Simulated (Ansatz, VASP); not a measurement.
**One calculation of SnTe, two programs**

```
CELL_PARAMETERS angstrom
0.00000 3.08653 3.08653
3.08653 0.00000 3.08653
3.08653 3.08653 0.00000
ATOMIC_POSITIONS crystal
Te 0.50000 0.50000 0.50000
Sn 0.00000 0.00000 0.00000
```

Alike in both runs: task single point; functional LDA; k mesh 7 × 7 × 7; occupations fermi-dirac, width 0.05 eV; no spin polarisation.

|  | VASP | Ansatz |
| --- | --- | --- |
| version | VASP 6.6.1 | Ansatz 0.2.0 |
| potentials or method | VASP PAW LDA potentials, release 64 (Te, Sn_d) | Ansatz PAW |
| plane-wave cutoff (eV) | 520 | 420 |
| valence electrons in the cell | 20 | 30 |

|  | VASP | Ansatz | Ansatz less VASP |
| --- | --- | --- | --- |
| gap on the k mesh at the Fermi level (eV) | 0.62 | 0.65 | +0.025 |
| least direct gap on the mesh (eV) | 0.62 | 0.65 | +0.025 |
| pressure (GPa) | 1.6 | 1.5 | -0.08 |

The two sets of potentials don't hold the same shells in valence.

Caveats: the PAW data sets come from PBE, with cores solved anew for the run's functional, which leaves a small shift of forces and pressure (Ansatz). The runs have no spin-orbit coupling, so splittings on Te are missing.
